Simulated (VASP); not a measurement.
# CdTe in VASP: relaxing the cell

Aim: the equilibrium cell of CdTe (rocksalt) with PBE. This is a trial cell built on a prototype, not taken from a measured structure, and it needn't be the compound's ground state.

The runs shown are made with VASP 6.6.1. PAW datasets, plane waves, zero pressure. (Calculated; spin-unpolarised; the phase may be known or hypothetical.)

## (1) The system as given

The symmetry is Fm-3m (No. 225, cubic); a = 5.956 Å in the conventional setting, 26.41 Å³ an atom. Around Cd lie 6 Te at 2.98 Å; around Te lie 6 Cd at 2.98 Å.

As a file:

```
CELL_PARAMETERS angstrom
0.00000 2.97792 2.97792
2.97792 0.00000 2.97792
2.97792 2.97792 0.00000
ATOMIC_POSITIONS crystal
Cd 0.00000 0.00000 0.00000
Te 0.50000 0.50000 0.50000
```

## (2) PBE: cell and atoms

Input file INCAR:

```
ENCUT = 600.000000
SIGMA = 0.020000
EDIFF = 1.00e-07
EDIFFG = -5.00e-03
GGA = PE
PREC = Accurate
IBRION = 2
ISIF = 3
ISMEAR = -1
NBANDS = 16
NELM = 120
NSW = 40
LASPH = .TRUE.
LCHARG = .FALSE.
LWAVE = .FALSE.
LREAL = .FALSE.
```

Input file KPOINTS:

```
KPOINTS created by Atomic Simulation Environment
0
Gamma
6 6 6
0 0 0
```

Input file POSCAR:

```
Cd Te
 1.0000000000000000
     0.0000000000000000    2.9779170000000001    2.9779170000000001
     2.9779170000000001    0.0000000000000000    2.9779170000000001
     2.9779170000000001    2.9779170000000001    0.0000000000000000
 Cd  Te
   1   1
Cartesian
  0.0000000000000000  0.0000000000000000  0.0000000000000000
  2.9779170000000001  2.9779170000000001  2.9779170000000001
```

The run uses the recommended PBE PAW datasets (18 valence electrons a neutral cell).

Command:

```bash
> mpirun -np 1 vasp_std
```

The first run moved the cell so far that it was started again from its end, on a fresh basis. The second run's POSCAR:

```
Cd Te
 1.0000000000000000
    -0.0000000000000000    3.0671164946605334    3.0671164946605338
     3.0671164946605338   -0.0000000000000000    3.0671164946605338
     3.0671164946605338    3.0671164946605334    0.0000000000000000
 Cd  Te
   1   1
Cartesian
  0.0000000000000000  0.0000000000000000  0.0000000000000000
  3.0671164946605343  3.0671164946605329  3.0671164946605338
```

The files below are the second run's.

Printed to the terminal (iteration lines stand in OSZICAR):

```text
POSCAR found type information on POSCAR CdTe
 POSCAR found :  2 types and       2 ions
 LDA part: xc-table for (Slater+PW92), standard interpolation
 POSCAR, INCAR and KPOINTS ok, starting setup
 FFT: planning ... GRIDC
 FFT: planning ... GRID_SOFT
 FFT: planning ... GRID
 WAVECAR not read
 WARNING: random wavefunctions but no delay for mixing, default for NELMDL
 entering main loop
 curvature:   0.00 expect dE= 0.000E+00 dE for cont linesearch  0.000E+00
 search vector abs. value=  0.240E-06
 reached required accuracy - stopping structural energy minimisation
```

OSZICAR:

```text
N       E                     dE             d eps       ncg     rms          rms(c)
DAV:   1     0.107881103161E+03    0.10788E+03   -0.92420E+03   512   0.112E+03
DAV:   2    -0.101018547078E+01   -0.10889E+03   -0.10259E+03   624   0.250E+02
DAV:   3    -0.468165705103E+01   -0.36715E+01   -0.36659E+01   600   0.475E+01
DAV:   4    -0.470794932007E+01   -0.26292E-01   -0.26291E-01   744   0.366E+00
DAV:   5    -0.470828353935E+01   -0.33422E-03   -0.33422E-03   640   0.312E-01    0.528E+00
DAV:   6    -0.444467557796E+01    0.26361E+00   -0.41110E-01   584   0.729E+00    0.444E+00
DAV:   7    -0.442406398766E+01    0.20612E-01   -0.10037E-01   600   0.217E+00    0.170E+00
DAV:   8    -0.442410660417E+01   -0.42617E-04   -0.13792E-02   560   0.138E+00    0.478E-01
DAV:   9    -0.442405773146E+01    0.48873E-04   -0.28317E-03   592   0.607E-01    0.107E-01
DAV:  10    -0.442381984815E+01    0.23788E-03   -0.44120E-04   576   0.236E-01    0.541E-02
DAV:  11    -0.442383027410E+01   -0.10426E-04   -0.69288E-05   600   0.519E-02    0.210E-02
DAV:  12    -0.442385188565E+01   -0.21612E-04   -0.66605E-05   528   0.550E-02    0.236E-02
DAV:  13    -0.442383263539E+01    0.19250E-04   -0.30026E-05   520   0.405E-02    0.251E-03
DAV:  14    -0.442383283322E+01   -0.19783E-06   -0.18476E-06   648   0.865E-03    0.372E-03
DAV:  15    -0.442383266590E+01    0.16732E-06   -0.35838E-08   336   0.103E-03    0.479E-04
DAV:  16    -0.442383260437E+01    0.61533E-07   -0.68272E-09   288   0.620E-04
   1 F= -.44238326E+01 E0= -.44226291E+01  d E =-.442383E+01
```

Parts of OUTCAR:

```text
k-points           NKPTS =     16   k-points in BZ     NKDIM =     16   number of bands    NBANDS=     16

   NELECT =      18.0000    total number of electrons

   dimension x,y,z NGX =    36 NGY =   36 NGZ =   36
   dimension x,y,z NGXF=    72 NGYF=   72 NGZF=   72

  energy-cutoff  :      600.00
  volume of cell :       57.71
      direct lattice vectors                 reciprocal lattice vectors
     0.000000000  3.067116495  3.067116495    -0.163019566  0.163019566  0.163019566
     3.067116495  0.000000000  3.067116495     0.163019566 -0.163019566  0.163019566
     3.067116495  3.067116495  0.000000000     0.163019566  0.163019566 -0.163019566

 k-points in reciprocal lattice and weights: KPOINTS created by Atomic Simulation Env
   0.00000000  0.00000000  0.00000000       0.005
   0.16666667  0.00000000  0.00000000       0.037
   0.33333333  0.00000000  0.00000000       0.037
   0.50000000  0.00000000 -0.00000000       0.019
   0.16666667  0.16666667  0.00000000       0.028
   0.33333333  0.16666667  0.00000000       0.111
   0.50000000  0.16666667  0.00000000       0.111
  -0.33333333  0.16666667  0.00000000       0.111
[... 8 more k-points ...]

 E-fermi :   3.8743

 k-point     1 :       0.0000    0.0000    0.0000
  band No.  band energies     occupation
      1      -7.6831      2.00000
      2      -4.5049      2.00000
      3      -4.5049      2.00000
      4      -4.4671      2.00000
      5      -4.4671      2.00000
      6      -4.4671      2.00000
      7       3.3772      2.00000
      8       3.3772      2.00000
      9       3.3772      2.00000
     10       4.0629      0.00016
     11      10.9049      0.00000
     12      10.9049      0.00000
     13      10.9049      0.00000
     14      11.4697      0.00000
     15      11.4697      0.00000
     16      11.4697      0.00000

 k-point     2 :       0.1667    0.0000    0.0000
  band No.  band energies     occupation
      1      -7.4730      2.00000
      2      -4.5378      2.00000
      3      -4.5378      2.00000
      4      -4.4754      2.00000
      5      -4.4496      2.00000
      6      -4.4496      2.00000
      7       1.3915      2.00000
      8       3.4561      2.00000
      9       3.4561      2.00000
     10       5.8060      0.00000
     11       9.5130      0.00000
     12       9.8710      0.00000
     13       9.8710      0.00000
     14      11.3131      0.00000
     15      11.6220      0.00000
     16      11.6220      0.00000

 k-point     3 :       0.3333    0.0000    0.0000
  band No.  band energies     occupation
      1      -6.9627      2.00000
      2      -4.6073      2.00000
      3      -4.6073      2.00000
      4      -4.5048      2.00000
      5      -4.4091      2.00000
      6      -4.4091      2.00000
      7      -0.4841      2.00000
      8       3.6528      1.99997
      9       3.6528      1.99997
     10       6.5911      0.00000
     11       8.3884      0.00000
     12       8.3884      0.00000
     13       8.6653      0.00000
     14      12.1501      0.00000
     15      13.1072      0.00000
     16      13.1072      0.00000

 k-point     4 :       0.5000    0.0000   -0.0000
  band No.  band energies     occupation
      1      -6.6328      2.00000
      2      -4.6418      2.00000
      3      -4.6418      2.00000
      4      -4.5363      2.00000
      5      -4.3882      2.00000
      6      -4.3882      2.00000
      7      -1.2704      2.00000
      8       3.7793      1.98281
      9       3.7793      1.98281
     10       6.5389      0.00000
     11       7.8006      0.00000
     12       7.8006      0.00000
     13       8.4692      0.00000
     14      13.9150      0.00000
     15      14.8672      0.00000
     16      14.8672      0.00000

[... the tables of k-points 5 to 16 left out ...]

  Total        0.0018196      0.0018196      0.0018196      0.0000000      0.0000000     -0.0000000
  in kB        0.0505203      0.0505203      0.0505203      0.0000000      0.0000000     -0.0000000
  external PRESSURE =       0.0505203 kB  Pullay stress =       0.0000000 kB

 POSITION                                       TOTAL-FORCE (eV/Angst)
 -----------------------------------------------------------------------------------
      0.00000      0.00000      0.00000         0.000000      0.000000      0.000000
      3.06712      3.06712      3.06712         0.000000     -0.000000     -0.000000
 -----------------------------------------------------------------------------------
    total drift:                               -0.000000      0.000000      0.000000

  FREE ENERGIE OF THE ION-ELECTRON SYSTEM (eV)
  ---------------------------------------------------
  free  energy   TOTEN  =        -4.4238326044 eV

  energy  without entropy=       -4.4214256149  energy(sigma->0) =       -4.42262911
```

CONTCAR

```
Cd Te
   1.00000000000000
     0.0000000000000000    3.0671164946605334    3.0671164946605338
     3.0671164946605338    0.0000000000000000    3.0671164946605338
     3.0671164946605338    3.0671164946605334    0.0000000000000000
  Cd              Te
     1     1
Direct
     0.0000000000000000    0.0000000000000000    0.0000000000000000
     0.5000000000000000    0.5000000000000000    0.5000000000000000

  0.00000000E+00  0.00000000E+00  0.00000000E+00
  0.00000000E+00  0.00000000E+00  0.00000000E+00
```

Run time: 25 s. Hardware: 1 MPI rank of Intel Xeon Platinum 8488C, shared host; peak memory 0.21 GiB.

|  | before | after | change |
| --- | --- | --- | --- |
| a (Å) | 5.956 | 6.134 | +3.00 % |
| volume (Å³/atom) | 26.408 | 28.853 | +9.26 % |
| shortest distance (Å) | 2.978 | 3.067 | +3.00 % |
| space group | Fm-3m | Fm-3m | same |

## (3) The relaxed cells

| level | a (Å) | volume (Å³/atom) | space group |
| --- | --- | --- | --- |
| PBE | 6.134 | 28.853 | Fm-3m |

The PBE run changed the volume by +9.3 % from its own start of 26.41 Å³/atom.
